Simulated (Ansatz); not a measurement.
## Lu: one input, then a changed one

The cell was built from the diamond type and relaxed in the same program; it needn't be a known or the stable phase. The listed cell was then made from it by scaling, straining or moving an atom.

First run: DFT, PBE, all-electron PAW with datasets made for the crystal, scalar-relativistic (Ansatz 0.2.0).

Command: `ansatz run input.yaml --threads 1 --pin off --max-ram 2048MiB --backend cpu --events-out ev --progress --plain --runs-dir out` The run took about 43 s on 1 thread of a shared machine.

```yaml
crystal:
  lattice:
    - [0.0, 3.7538415337, 3.7538415337]
    - [3.7538415337, 0.0, 3.7538415337]
    - [3.7538415337, 3.7538415337, 0.0]
  atoms:
    - { symbol: Lu, position: [0.0, 0.0, 0.0] }
    - { symbol: Lu, position: [0.25, 0.25, 0.25] }
kpoints:
  mp_grid: { grid: [11, 11, 11] }
scf:
  occupations: { method: fermi_dirac, width: 0.03 }
hamiltonian:
  xc: pbe
  pseudopotentials: { kind: all_electron, datasets: crystal }
output:
  forces: true
  stress: true
  eigenvalues: true
  efg: { contact_densities: true }
```

Result: converged; pressure -0.55 GPa; no gap on the k mesh; 10 SCF iterations.

No spin–orbit coupling, which matters for the heavy atoms here.

The input is then changed:

```diff
@@ -10,5 +10,5 @@
   mp_grid: { grid: [11, 11, 11] }
 scf:
-  occupations: { method: fermi_dirac, width: 0.03 }
+  occupations: { method: tetrahedron_uncorrected }
 hamiltonian:
   xc: pbe
```

Problem. What does the second run give?

Solution. It converged; energy at zero smearing +8.8 meV/atom from the first run; pressure -0.51 GPa; no gap on the k mesh; 9 SCF iterations.

The results part of its log:

```
SCF 1 converged in 9 iterations: F = -792482.080614 eV  dr2 = 7.03e-11
  Residual-converged pass: ⟨swp⟩=2.0  Hψ=2475  notcnv=0  max |occ|·‖R‖ = 5.3e-6 eV (tolerance 5.3e-6 eV)  dr2=6.92e-11  dr2_onsite=2.11e-9  max |Δocc| = 1.4e-12
  greatest PAW one-centre occupation: 0.998 electrons in one spin orbital (limit 2), on the Lu atom at site 1 (counted from 0), in its partial waves of l = 0
SCF converged after 9 iterations
Free energy (F): -792482.080614 eV
Harris-Foulkes:  -792482.080614 eV  (|F-HF|=5.82e-10)
Internal energy: -792482.080604 eV  (E = F + TS)
E sigma→0 (E₀):  -792482.080614 eV
Entropy (-TS):   -0.000011 eV (-0.005 meV/atom)
Past the cutoff: the bands carry plane waves up to 1.75 times it, of which those up to 1.5 times it add -0.001039 eV an atom, each by itself; the spheres take 0.000421 eV an atom off the energy for waves past 1.75 times it
By the cutoff:   a pressure is off by up to 0.006 GPa (1.2 times the spheres' own share and the shells' term, over an atom's volume, and 0.004 GPa: a bound that held against runs at twice the plane waves)
Past the cutoffs: a stress includes 0.0019 GPa for waves and charges beyond them, in addition to the slope of what the spheres take
In the spheres:  the bands' charges fall short by 1.3e-6 e at most (sound up to 1e-3)
Fermi energy:    6.976651 eV
--- Per-component energies (eV) ---
  The terms above E_closure are by the made datasets' own strengths, without shells solved beside the bands.
--- Forces (eV/Å), atoms counted from 1 ---
  atom   1  Lu    -0.00000000    -0.00000000     0.00000000
  atom   2  Lu     0.00000000    -0.00000000     0.00000000
  max |Σ_I F_I| component: 2.31e-17 eV/Å
--- Stress (GPa, compression-positive) ---
       -0.505468       0.000000      -0.000000
       -0.000000      -0.505468       0.000000
       -0.000000      -0.000000      -0.505468
  P = ⅓ Tr σ = -0.5055 GPa (-5.055 kbar)
--- PAW observables at the nuclei: V_zz in 10²¹ V/m², potentials from the cell's mean, atoms counted from 1 ---
  atom   1  Lu V_zz =    -0.000000   η = 0.0000   by run symmetry: forbidden
            electrostatic potential = -13860.081355 V   contact ρ = 6962062.947458 e/Å³
  atom   2  Lu V_zz =    -0.000000   η = 0.0000   by run symmetry: forbidden
            electrostatic potential = -13860.081355 V   contact ρ = 6962062.947458 e/Å³
--- Band table (eV; the first three rows and the last of 56) ---
  k-point 0: bands = ["-50.3379", "-50.2950", "-21.0841", "-21.0841", "-21.0841", "-20.8499", "-20.8499", "-20.8499", "0.8980", "0.9311", "0.9311", "0.9311", "0.9439", "0.9439", "0.9439", "0.9736", "0.9736", "0.9736", "0.9881", "0.9881", "0.9881", "0.9952", "2.5706", "7.3534", "7.3534", "7.3668", "7.3668"]
  k-point 1: bands = ["-50.3373", "-50.2956", "-21.0860", "-21.0860", "-21.0833", "-20.8510", "-20.8479", "-20.8479", "0.8994", "0.9308", "0.9308", "0.9312", "0.9437", "0.9452", "0.9452", "0.9724", "0.9724", "0.9734", "0.9877", "0.9877", "0.9880", "0.9947", "2.6465", "7.2332", "7.2332", "7.3171", "7.5233"]
  k-point 2: bands = ["-50.3354", "-50.2975", "-21.0911", "-21.0911", "-21.0810", "-20.8541", "-20.8427", "-20.8427", "0.9032", "0.9306", "0.9306", "0.9314", "0.9430", "0.9481", "0.9481", "0.9697", "0.9697", "0.9729", "0.9865", "0.9865", "0.9879", "0.9931", "2.8687", "7.1632", "7.1632", "7.1721", "7.6732"]
  k-point 55: bands = ["-50.3185", "-50.3145", "-21.1318", "-21.1267", "-20.9848", "-20.9533", "-20.8072", "-20.8026", "0.9243", "0.9270", "0.9369", "0.9395", "0.9439", "0.9483", "0.9566", "0.9590", "0.9636", "0.9692", "0.9747", "0.9776", "0.9849", "0.9864", "5.1370", "5.5897", "6.4603", "6.5786", "7.7778"]
```
